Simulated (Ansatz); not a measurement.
**TiO₂: frozen-core PAW against all-electron methods**

```
Ti O
1.0
     4.59400    0.00000    0.00000
     0.00000    4.59400    0.00000
     0.00000    0.00000    2.95900
Ti O
2 4
Direct
  0.00000 0.00000 0.00000
  0.50000 0.50000 0.50000
  0.30600 0.30600 0.00000
  0.19400 0.80600 0.50000
  0.69400 0.69400 0.00000
  0.80600 0.19400 0.50000
```

Atoms are numbered in the order listed.

The geometry is COD entry 9007432, unchecked; take it as a test cell.

All numbers are computed: DFT, PBE, PAW with Ansatz's default frozen-core files, scalar-relativistic (Ansatz 0.2.0); DFT, PBE, all-electron LAPW, scalar-relativistic (Ansatz 0.2.0).

For PAW: a Γ-centred 7×7×10 k mesh, Fermi–Dirac smearing of 0.05 eV, cutoff 420 eV, no spin polarisation. LAPW targets a basis error of 0.5 meV/atom. The Ansatz runs share mesh, smearing and spin set-up. Plane-wave (PAW) pressures include the program's estimate of the Pulay term.

Stress and pressure are positive in compression.

Levels count from the top of the valence band.

PAW results:

```tsv
quantity	PAW
pressure (GPa)	5.41
stress xx (GPa)	5.69
stress zz (GPa)	4.85
force on O3, x (eV/Å)	-0.165
band gap (eV)	1.935
highest filled level at A (eV)	-0.665
lowest empty level at A (eV)	2.617
highest filled level at X (eV)	-0.738
lowest empty level at X (eV)	2.618
highest filled level at Z (eV)	-1.411
lowest empty level at Z (eV)	2.988
```

Problem. What does LAPW (all electrons) give for the same quantities?

Solution. 
```tsv
quantity	LAPW
pressure (GPa)	5.40
stress xx (GPa)	5.69
stress zz (GPa)	4.83
force on O3, x (eV/Å)	-0.165
band gap (eV)	1.928
highest filled level at A (eV)	-0.667
lowest empty level at A (eV)	2.611
highest filled level at X (eV)	-0.739
lowest empty level at X (eV)	2.612
highest filled level at Z (eV)	-1.412
lowest empty level at Z (eV)	2.984
```
